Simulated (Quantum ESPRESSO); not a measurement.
Runs of Quantum ESPRESSO 7.5 on Si. The structure is cubic, space group Fd-3m (No. 227). The conventional cell has a = 5.444 Å, b = 5.444 Å, c = 5.444 Å, α = 90.00°, β = 90.00°, γ = 90.00°. Si (site symmetry -43m) is surrounded by 4 Si at 2.36 Å. 

```csv
level,potentials or basis,k mesh,cutoff (eV),mesh quality,gap on the mesh (eV)
PBE,PseudoDojo 0.4.1 SR PBE standard,8 × 8 × 8,490,not flagged,0.62
PBE,SG15 PBE 1.2,4 × 4 × 4,517,coarse,0.71
PBE,SPMS 1.0 PBE,6 × 6 × 6,952,not flagged,0.72
PBE,PseudoDojo 0.5 SR PBE standard,6 × 6 × 6,490,not flagged,0.72
PBE,PseudoDojo 0.5 SR PBE standard,3 × 3 × 3,490,coarse,(a)
PBEsol,PseudoDojo 0.4.1 SR PBEsol standard,6 × 6 × 6,490,not flagged,0.61
PBE,SG15 PBE 1.2,4 × 4 × 4,1143,coarse,0.71
PBE,SG15 PBE 1.2,4 × 4 × 4,327,coarse,0.72
```

Alike in all rows: task single point; no spin polarisation; cell as given; smearing fixed.

**Question.** Estimate the missing entries.

**Answer.** (a) 0.73.

Caveats: some runs use coarse meshes; an odd mesh through Γ misses points on the zone boundary, where band edges often lie (some runs).

Not every run made on this cell is shown here.
